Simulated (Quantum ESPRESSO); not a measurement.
# GaN (P6_3mc) in Quantum ESPRESSO: a series of runs

The runs below take GaN through Wannier functions, with PBE.

Program: Quantum ESPRESSO 7.5. These are calculated values, not measurements. Logs are shortened: lines on timing, memory, paths and dates and some standing lists are left out, and cuts for length are marked.

**Experimental background.**

“Studying electronic properties in GaN without electrical contacts using γ-γ vs e−-γ Perturbed Angular Correlations”, 2019, pmc:6823545 quotes, for a bulk crystal of GaN: band gap 3.503 ± 0.005 eV (direct).

The runs below are set against these values where they give the same quantity.

### Step 1. The crystal as given

Symmetry: P6_3mc, No. 186, hexagonal system. The conventional cell has a = 3.180 Å, b = 3.180 Å, c = 5.166 Å, α = 90.00°, β = 90.00°, γ = 120.00°. Ga (site symmetry 3m) is surrounded by 4 N at 1.94 to 1.95 Å. Around N (site symmetry 3m) lie 4 Ga at 1.94 to 1.95 Å.

### Step 2. Wannier functions, PBE

Contents of pw.in:

```
&CONTROL
  calculation = 'scf'
  prefix = 'pwscf'
  outdir = './tmp'
  pseudo_dir = './pseudo'
  tprnfor = .true.
  tstress = .true.
  disk_io = 'low'
/
&SYSTEM
  ibrav = 0
  celldm(1) = 8
  nat = 4
  ntyp = 2
  ecutwfc = 56
  ecutrho = 448
  nbnd = 33
  occupations = 'smearing'
  smearing = 'fd'
  degauss = 0.00367493
/
&ELECTRONS
  conv_thr = 8d-10
  electron_maxstep = 120
  mixing_beta = 0.5
/
ATOMIC_SPECIES
Ga    69.7230 ga_pbe_v1.4.uspp.F.UPF
N     14.0070 n_pbe_v1.2.uspp.F.UPF
CELL_PARAMETERS alat
  0.7511661345387   0.0000000000000   0.0000000000000
 -0.3755830672694   0.6505289549650   0.0000000000000
  0.0000000000000   0.0000000000000   1.2202906449771
ATOMIC_POSITIONS crystal
Ga     0.6666666667    0.3333333333    0.5000000000
Ga     0.3333333333    0.6666666667    0.0000000000
N      0.6666666667    0.3333333333    0.8750000000
N      0.3333333333    0.6666666667    0.3750000000
K_POINTS automatic
8 8 4 0 0 0
```

Contents of nscf.in:

```
&CONTROL
  calculation = 'nscf'
  prefix = 'pwscf'
  outdir = './tmp'
  pseudo_dir = './pseudo'
  disk_io = 'low'
/
&SYSTEM
  ibrav = 0
  celldm(1) = 8
  nat = 4
  ntyp = 2
  ecutwfc = 56
  ecutrho = 448
  nbnd = 45
  occupations = 'smearing'
  smearing = 'fd'
  degauss = 0.00367493
  nosym = .true.
  noinv = .true.
/
&ELECTRONS
  conv_thr = 1d-09
  electron_maxstep = 120
  mixing_beta = 0.5
  diago_full_acc = .true.
  startingwfc = 'random'
/
ATOMIC_SPECIES
Ga    69.7230 ga_pbe_v1.4.uspp.F.UPF
N     14.0070 n_pbe_v1.2.uspp.F.UPF
CELL_PARAMETERS alat
  0.7511661345387   0.0000000000000   0.0000000000000
 -0.3755830672694   0.6505289549650   0.0000000000000
  0.0000000000000   0.0000000000000   1.2202906449771
ATOMIC_POSITIONS crystal
Ga     0.6666666667    0.3333333333    0.5000000000
Ga     0.3333333333    0.6666666667    0.0000000000
N      0.6666666667    0.3333333333    0.8750000000
N      0.3333333333    0.6666666667    0.3750000000
K_POINTS crystal
108
  0.00000000   0.00000000   0.00000000 9.25925926e-03
  0.00000000   0.00000000   0.33333333 9.25925926e-03
  0.00000000   0.00000000   0.66666667 9.25925926e-03
  0.00000000   0.16666667   0.00000000 9.25925926e-03
  0.00000000   0.16666667   0.33333333 9.25925926e-03
  0.00000000   0.16666667   0.66666667 9.25925926e-03
[... 100 lines left out ...]
  0.83333333   0.83333333   0.33333333 9.25925926e-03
  0.83333333   0.83333333   0.66666667 9.25925926e-03
```

Contents of pw2wan.in:

```
&INPUTPP
  prefix = 'pwscf'
  outdir = './tmp'
  seedname = 'w'
  write_mmn = .true.
  write_amn = .true.
/
```

Contents of bands.in:

```
&CONTROL
  calculation = 'bands'
  prefix = 'pwscf'
  outdir = './tmp'
  pseudo_dir = './pseudo'
  disk_io = 'low'
/
&SYSTEM
  ibrav = 0
  celldm(1) = 8
  nat = 4
  ntyp = 2
  ecutwfc = 56
  ecutrho = 448
  nbnd = 45
  occupations = 'smearing'
  smearing = 'fd'
  degauss = 0.00367493
/
&ELECTRONS
  conv_thr = 1d-08
  electron_maxstep = 120
  mixing_beta = 0.5
  diago_full_acc = .true.
  startingwfc = 'random'
/
ATOMIC_SPECIES
Ga    69.7230 ga_pbe_v1.4.uspp.F.UPF
N     14.0070 n_pbe_v1.2.uspp.F.UPF
CELL_PARAMETERS alat
  0.7511661345387   0.0000000000000   0.0000000000000
 -0.3755830672694   0.6505289549650   0.0000000000000
  0.0000000000000   0.0000000000000   1.2202906449771
ATOMIC_POSITIONS crystal
Ga     0.6666666667    0.3333333333    0.5000000000
Ga     0.3333333333    0.6666666667    0.0000000000
N      0.6666666667    0.3333333333    0.8750000000
N      0.3333333333    0.6666666667    0.3750000000
K_POINTS crystal
66
  0.00000000   0.00000000   0.00000000 1
  0.05555600   0.00000000   0.00000000 1
  0.11111100   0.00000000   0.00000000 1
  0.16666700   0.00000000   0.00000000 1
  0.22222200   0.00000000   0.00000000 1
  0.27777800   0.00000000   0.00000000 1
[... 58 lines left out ...]
  0.33333300   0.33333300   0.40000000 1
  0.33333300   0.33333300   0.50000000 1
```

Contents of w.win:

```
num_wann = 26
num_bands = 39
guiding_centres = true
dis_froz_max = 14.03
dis_num_iter = 600
dis_mix_ratio = 0.5
dis_conv_tol = 1.0d-9
num_iter = 1200
search_shells = 100
kmesh_tol = 1.0d-4
conv_tol = 1.0d-8
conv_window = 4
num_print_cycles = 200
fermi_energy = 12.0394
bands_plot = true
write_hr = true
mp_grid = 6 6 3
exclude_bands = 1-6
begin projections
Ga: s;p;d
N: s;p
end projections
begin unit_cell_cart
ang
  3.1800000000   0.0000000000   0.0000000000
 -1.5900000000   2.7539607840   0.0000000000
  0.0000000000   0.0000000000   5.1660000000
end unit_cell_cart
begin atoms_frac
Ga   0.6666666667   0.3333333333   0.5000000000
Ga   0.3333333333   0.6666666667   0.0000000000
N    0.6666666667   0.3333333333   0.8750000000
N    0.3333333333   0.6666666667   0.3750000000
end atoms_frac
begin kpoint_path
G   0.0000000000   0.0000000000   0.0000000000  M   0.5000000000   0.0000000000   0.0000000000
M   0.5000000000   0.0000000000   0.0000000000  K   0.3333333333   0.3333333333   0.0000000000
K   0.3333333333   0.3333333333   0.0000000000  G   0.0000000000   0.0000000000   0.0000000000
G   0.0000000000   0.0000000000   0.0000000000  A   0.0000000000   0.0000000000   0.5000000000
A   0.0000000000   0.0000000000   0.5000000000  L   0.5000000000   0.0000000000   0.5000000000
L   0.5000000000   0.0000000000   0.5000000000  H   0.3333333333   0.3333333333   0.5000000000
H   0.3333333333   0.3333333333   0.5000000000  A   0.0000000000   0.0000000000   0.5000000000
L   0.5000000000   0.0000000000   0.5000000000  M   0.5000000000   0.0000000000   0.0000000000
K   0.3333333333   0.3333333333   0.0000000000  H   0.3333333333   0.3333333333   0.5000000000
end kpoint_path
bands_num_points = 9
begin kpoints
  0.00000000   0.00000000   0.00000000
  0.00000000   0.00000000   0.33333333
  0.00000000   0.00000000   0.66666667
  0.00000000   0.16666667   0.00000000
  0.00000000   0.16666667   0.33333333
  0.00000000   0.16666667   0.66666667
[... 100 lines left out ...]
  0.83333333   0.83333333   0.33333333
  0.83333333   0.83333333   0.66666667
end kpoints
```

Potentials or basis: GBRV 1.5 PBE.

The run is started by

```
$ OMP_NUM_THREADS=1 pw.x -in pw.in > pw.out
$ OMP_NUM_THREADS=1 pw.x -in nscf.in > nscf.out
$ wannier90.x -pp w
$ OMP_NUM_THREADS=1 pw2wannier90.x -in pw2wan.in > pw2wan.out
$ wannier90.x w
$ OMP_NUM_THREADS=1 pw.x -in bands.in > bands.out
```

pw.out:

```text
This program is part of the open-source Quantum ESPRESSO suite
     for quantum simulation of materials; please cite
[... 9 lines left out ...]
     --------------------
     sticks:   dense  smooth     PW     G-vecs:    dense   smooth      PW
     Sum        1123     559    163                48899    17333    2863

     Using Slab Decomposition

     bravais-lattice index     =            0
     lattice parameter (alat)  =       8.0000  a.u.
     unit-cell volume          =     305.3064 (a.u.)^3
     number of atoms/cell      =            4
     number of atomic types    =            2
     number of electrons       =        48.00
     number of Kohn-Sham states=           33
     kinetic-energy cutoff     =      56.0000  Ry
     charge density cutoff     =     448.0000  Ry
     scf convergence threshold =      8.0E-10
     mixing beta               =       0.5000
     number of iterations used =            8  plain     mixing
     Exchange-correlation= SLA  PW   PBE  PBE
                           (   1   4   3   4   0   0   0)

     celldm(1)=   8.000000  celldm(2)=   0.000000  celldm(3)=   0.000000
     celldm(4)=   0.000000  celldm(5)=   0.000000  celldm(6)=   0.000000

     crystal axes: (cart. coord. in units of alat)
               a(1) = (   0.751166   0.000000   0.000000 )
               a(2) = (  -0.375583   0.650529   0.000000 )
               a(3) = (   0.000000   0.000000   1.220291 )

     reciprocal axes: (cart. coord. in units 2 pi/alat)
               b(1) = (  1.331263  0.768605 -0.000000 )
               b(2) = (  0.000000  1.537211  0.000000 )
               b(3) = (  0.000000 -0.000000  0.819477 )

     PseudoPot. # 1 for Ga read from file:
     ga_pbe_v1.4.uspp.F.UPF
     Pseudo is Ultrasoft + core correction, Zval = 19.0
     Generated by new atomic code, or converted to UPF format
     Using radial grid of  871 points,  6 beta functions with:
                l(1) =   0
                l(2) =   0
                l(3) =   1
                l(4) =   1
                l(5) =   2
                l(6) =   2
     Q(r) pseudized with  8 coefficients,  rinner =    1.250   1.250   1.250
                                                       1.250   1.250

     PseudoPot. # 2 for N  read from file:
     n_pbe_v1.2.uspp.F.UPF
     Pseudo is Ultrasoft + core correction, Zval =  5.0
     Generated by new atomic code, or converted to UPF format
     Using radial grid of  729 points,  4 beta functions with:
                l(1) =   0
                l(2) =   0
                l(3) =   1
                l(4) =   1
     Q(r) pseudized with  8 coefficients,  rinner =    0.900   0.900   0.900

     atomic species   valence    mass     pseudopotential
     Ga               19.00    69.72300     Ga( 1.00)
     N                 5.00    14.00700     N ( 1.00)

     12 Sym. Ops. (no inversion) found ( 6 have fractional translation)

   Cartesian axes

     site n.     atom                  positions (alat units)
         1        Ga     tau(   1) = (   0.3755831   0.2168430   0.6101453  )
         2        Ga     tau(   2) = (  -0.0000000   0.4336860   0.0000000  )
         3        N      tau(   3) = (   0.3755831   0.2168430   1.0677543  )
         4        N      tau(   4) = (  -0.0000000   0.4336860   0.4576090  )

     number of k points=    30  Fermi-Dirac smearing, width (Ry)=  0.0037
                       cart. coord. in units 2pi/alat
        k(    1) = (   0.0000000   0.0000000   0.0000000), wk =   0.0078125
        k(    2) = (   0.0000000   0.0000000   0.2048692), wk =   0.0156250
        k(    3) = (   0.0000000   0.0000000  -0.4097385), wk =   0.0078125
        k(    4) = (   0.0000000   0.1921513   0.0000000), wk =   0.0468750
        k(    5) = (   0.0000000   0.1921513   0.2048692), wk =   0.0937500
        k(    6) = (   0.0000000   0.1921513  -0.4097385), wk =   0.0468750
[... 22 lines left out ...]
        k(   29) = (   0.3328159   0.7686053   0.2048692), wk =   0.0937500
        k(   30) = (   0.3328159   0.7686053  -0.4097385), wk =   0.0468750

     Dense  grid:    48899 G-vectors     FFT dimensions: (  45,  45,  72)

     Smooth grid:    17333 G-vectors     FFT dimensions: (  30,  30,  48)

     Check: negative core charge=   -0.000001

     Initial potential from superposition of free atoms

     starting charge      46.0000, renormalised to      48.0000
     Starting wfcs are   32 randomized atomic wfcs +    1 random wfcs

     Self-consistent Calculation

     iteration #  1     ecut=    56.00 Ry     beta= 0.50
     Davidson diagonalization with overlap
     ethr =  1.00E-02,  avg # of iterations =  4.7

     total energy              =    -866.03268749 Ry
     estimated scf accuracy    <      10.87764732 Ry
[... 57 lines left out ...]
     iteration # 10     ecut=    56.00 Ry     beta= 0.50
     Davidson diagonalization with overlap
     ethr =  6.16E-12,  avg # of iterations =  3.2

     End of self-consistent calculation

          k = 0.0000 0.0000 0.0000 (  2177 PWs)   bands (ev):

   -81.6659 -81.6657 -81.6657 -81.6655 -81.6655 -81.6645  -5.0214  -4.0504
    -2.3891  -2.3673  -2.3673  -2.3021  -2.3021  -2.1071  -2.1071  -2.0040
    -2.0040  -0.7633   3.8983   9.9812   9.9812  10.9842  11.0444  11.0444
    13.0344  15.3576  20.3019  20.9821  20.9821  21.9094  22.8295  22.8295
    25.6610
[... 83 lines left out ...]
   -81.6666 -81.6666 -81.6659 -81.6659 -81.6650 -81.6650  -3.9694  -3.9694
    -2.3130  -2.3130  -2.2055  -2.2055  -2.0993  -2.0993  -2.0219  -2.0219
    -1.0109  -1.0109   5.0994   5.0994   8.9933   8.9933   9.2667   9.2667
    15.7630  15.7630  18.9305  18.9305  21.0714  21.0714  23.1935  23.1935
    26.1001

          k = 0.0000-0.7686 0.0000 (  2180 PWs)   bands (ev):

   -81.6668 -81.6666 -81.6661 -81.6657 -81.6654 -81.6649  -4.0710  -3.8785
    -2.3191  -2.2939  -2.1967  -2.1501  -2.1009  -2.0948  -2.0146  -1.9774
    -0.8853  -0.3484   4.5535   5.7481   6.7694   8.2610   8.7825  10.0544
    16.1253  16.6672  17.1191  19.7177  21.4385  21.4947  23.5386  24.5311
    25.1604

          k = 0.0000-0.7686 0.2049 (  2170 PWs)   bands (ev):

   -81.6668 -81.6667 -81.6660 -81.6658 -81.6652 -81.6649  -4.0165  -3.8801
    -2.3325  -2.2637  -2.2409  -2.1545  -2.1237  -2.0521  -2.0131  -1.9905
    -0.8305  -0.4431   4.2785   5.1444   7.7054   8.4906   9.3178   9.7489
    15.3896  16.1639  18.6598  18.9509  21.4112  21.9001  21.9965  24.6144
    24.9008

          k = 0.0000-0.7686-0.4097 (  2160 PWs)   bands (ev):

   -81.6668 -81.6668 -81.6659 -81.6659 -81.6650 -81.6650  -3.9209  -3.9209
    -2.3222  -2.3222  -2.1909  -2.1909  -2.0775  -2.0775  -2.0067  -2.0067
    -0.6601  -0.6601   4.3976   4.3976   9.0832   9.0832   9.1175   9.1175
    15.4811  15.4811  18.8869  18.8869  21.0752  21.0752  23.3104  23.3104
    26.3764
[... 115 lines left out ...]
   -81.6666 -81.6666 -81.6662 -81.6662 -81.6650 -81.6650  -3.8832  -3.8832
    -2.2605  -2.2605  -2.2214  -2.2214  -2.0920  -2.0920  -2.0486  -2.0486
    -0.3946  -0.3946   4.7676   4.7676   7.1096   7.1096   9.5030   9.5030
    17.1465  17.1465  18.8023  18.8023  20.0558  20.0558  24.3261  24.3261
    25.9921

     the Fermi energy is    12.1019 ev

!    total energy              =    -871.09998293 Ry
     estimated scf accuracy    <          5.5E-11 Ry
     smearing contrib. (-TS)   =      -0.00000000 Ry
     internal energy E=F+TS    =    -871.09998293 Ry

     The total energy is F=E-TS. E is the sum of the following terms:
     one-electron contribution =    -672.24608541 Ry
     hartree contribution      =     362.09986878 Ry
     xc contribution           =    -108.20255786 Ry
     ewald contribution        =    -452.75120843 Ry

     convergence has been achieved in  10 iterations

     Forces acting on atoms (cartesian axes, Ry/au):

     atom    1 type  1   force =     0.00000000    0.00000000   -0.00531018
     atom    2 type  1   force =     0.00000000    0.00000000   -0.00531018
     atom    3 type  2   force =     0.00000000    0.00000000    0.00531018
     atom    4 type  2   force =     0.00000000    0.00000000    0.00531018

     Total force =     0.010620     Total SCF correction =     0.000017

     Computing stress (Cartesian axis) and pressure

          total   stress  (Ry/bohr**3)                   (kbar)     P=       76.17
   0.00046899   0.00000000   0.00000000           68.99        0.00        0.00
   0.00000000   0.00046899   0.00000000            0.00       68.99        0.00
   0.00000000   0.00000000   0.00061550            0.00        0.00       90.54

=------------------------------------------------------------------------------=
   JOB DONE.
=------------------------------------------------------------------------------=
```

Wall time 10 min (1 thread of Arm Neoverse V1, shared host); peak memory 0.25 GiB.

What came out:

| Property | Result |
| --- | --- |
| Free energy | -11851.9190 eV |
| Pressure | 7.6 GPa |
| Largest force | 0.137 eV/Å |
| Band gap on the k mesh | 1.99 eV, direct |
| Band gap along the path | 1.99 eV, direct |
| Total Wannier spread | 14.61 Å² over 26 functions |
| RMS miss of the Wannier bands | 0.006 eV |

Forces in eV/Å, atoms in the order of the input:
```
Ga   0.000  0.000 -0.137
Ga   0.000  0.000 -0.137
N    0.000  0.000  0.137
N    0.000  0.000  0.137
```

Stress tensor (GPa, compression positive):
```
6.90 0.00 0.00
0.00 6.90 0.00
0.00 0.00 9.05
```

Levels at the corners of the path, in eV from the valence-band top:
| point | band 20 | band 21 | band 22 | band 23 | band 24 | band 25 | band 26 | band 27 | band 28 | band 29 |
| --- | --- | --- | --- | --- | --- | --- | --- | --- | --- | --- |
| Γ | -1.06 | -1.06 | -0.06 | 0.00 | 0.00 | 1.99 | 4.31 | 9.26 | 9.94 | 9.94 |
| M | -5.30 | -4.27 | -2.78 | -2.26 | -0.99 | 5.08 | 5.62 | 6.07 | 8.67 | 10.39 |
| K | -5.36 | -5.34 | -3.04 | -3.04 | -2.71 | 5.13 | 7.88 | 7.88 | 8.44 | 9.93 |
| Γ | -1.06 | -1.06 | -0.06 | 0.00 | 0.00 | 1.99 | 4.31 | 9.26 | 9.94 | 9.94 |
| A | -3.87 | -0.54 | -0.54 | -0.54 | -0.54 | 4.31 | 4.31 | 8.55 | 8.55 | 10.45 |
| L | -6.65 | -1.96 | -1.96 | -1.93 | -1.93 | 4.44 | 4.44 | 7.84 | 7.84 | 10.03 |
| H | -6.21 | -4.22 | -4.22 | -1.51 | -1.51 | 6.50 | 6.50 | 7.33 | 7.33 | 9.10 |
| A | -3.87 | -0.54 | -0.54 | -0.54 | -0.54 | 4.31 | 4.31 | 8.55 | 8.55 | 10.45 |
| L | -6.65 | -1.96 | -1.96 | -1.93 | -1.93 | 4.44 | 4.44 | 7.84 | 7.84 | 10.03 |
| M | -5.30 | -4.27 | -2.78 | -2.26 | -0.99 | 5.08 | 5.62 | 6.07 | 8.67 | 10.39 |
| K | -5.36 | -5.34 | -3.04 | -3.04 | -2.71 | 5.13 | 7.88 | 7.88 | 8.44 | 9.93 |
| H | -6.21 | -4.22 | -4.22 | -1.51 | -1.51 | 6.50 | 6.50 | 7.33 | 7.33 | 9.10 |

Wannier functions:
```tsv
function	nearest atom	distance (Å)	spread (Å²)	on-site energy from the reference level (eV)
1	1 Ga	0.73	0.98	4.14
2	1 Ga	0.73	1.01	4.22
3	1 Ga	0.73	0.98	4.13
4	1 Ga	0.73	0.98	4.17
5	1 Ga	0.05	0.29	-12.52
6	1 Ga	0.04	0.26	-13.49
7	1 Ga	0.04	0.26	-13.50
8	1 Ga	0.04	0.27	-13.15
9	1 Ga	0.04	0.27	-13.18
10	2 Ga	0.73	0.98	4.14
11	2 Ga	0.74	1.01	4.22
12	2 Ga	0.73	0.98	4.13
13	2 Ga	0.73	0.98	4.17
14	2 Ga	0.05	0.29	-12.53
15	2 Ga	0.04	0.26	-13.49
16	2 Ga	0.04	0.26	-13.50
17	2 Ga	0.04	0.27	-13.14
18	2 Ga	0.04	0.27	-13.17
19	3 N	0.36	0.50	-3.16
20	3 N	0.37	0.50	-3.22
21	3 N	0.36	0.50	-3.16
22	3 N	0.36	0.50	-3.16
23	4 N	0.36	0.50	-3.16
24	4 N	0.37	0.50	-3.25
25	4 N	0.36	0.50	-3.16
26	4 N	0.36	0.50	-3.16
```

Parts of the spread (Å²): invariant 12.25, diagonal 0.003, off-diagonal 2.35, total 14.61. Against the direct bands the interpolation misses by 6 meV (root mean square) and 45 meV at most, for states up to 1 eV over the reference level.

Caveat: the Wannier minimisation didn't converge.

(Part 1 of 3 ends here.)
